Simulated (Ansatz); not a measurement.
LaAlO3 (R-3c-perovskite type, space group R-3c)

```
LaAlO3
1.0
    2.68404     1.54963     4.36995
   -2.68404     1.54963     4.36995
    0.00000    -3.09926     4.36995
La Al O
2 2 6
Direct
  0.25000   0.25000   0.25000
  0.75000   0.75000   0.75000
  0.00000   0.00000   0.00000
  0.50000   0.50000   0.50000
  0.77963   0.72037   0.25000
  0.25000   0.77963   0.72037
  0.72037   0.25000   0.77963
  0.22037   0.27963   0.75000
  0.75000   0.22037   0.27963
  0.27963   0.75000   0.22037
```

E(V) scan at fixed shape, V₀ the volume above. The atoms relax within the cell's symmetry.

Calculation: r2SCAN (plane waves to 500 eV, PAW, scalar-relativistic; Ansatz, a program for electronic structure). k mesh 8×8×8 (Γ-centred), Fermi-Dirac smearing 0.05 eV. The energy includes the smearing's −TS. Compression counts positive. The relaxing atoms change the space group within the scan (R-3m at V/V₀ = 0.840), so nothing is fitted. LaAlO3 is run without spin polarisation. LaAlO3 was relaxed with its symmetry unable to fall. ΔE is measured from the relaxed starting cell.

What ΔE (eV/atom) and P (GPa) does the calculation give at V/V₀ = 0.840, 0.920, 1.040, 1.120, 1.160?


```json
[
 {"V/V₀": "0.840", "ΔE (eV/atom)": "0.2389", "P (GPa)": "51.6"},
 {"V/V₀": "0.920", "ΔE (eV/atom)": "0.0505", "P (GPa)": "20.0"},
 {"V/V₀": "1.040", "ΔE (eV/atom)": "0.0102", "P (GPa)": "-7.2"},
 {"V/V₀": "1.120", "ΔE (eV/atom)": "0.0804", "P (GPa)": "-17.9"},
 {"V/V₀": "1.160", "ΔE (eV/atom)": "0.1343", "P (GPa)": "-21.7"}
]
```

(Under strain, the slope of the energy per volume gives the stress and its curvature an elastic modulus.)
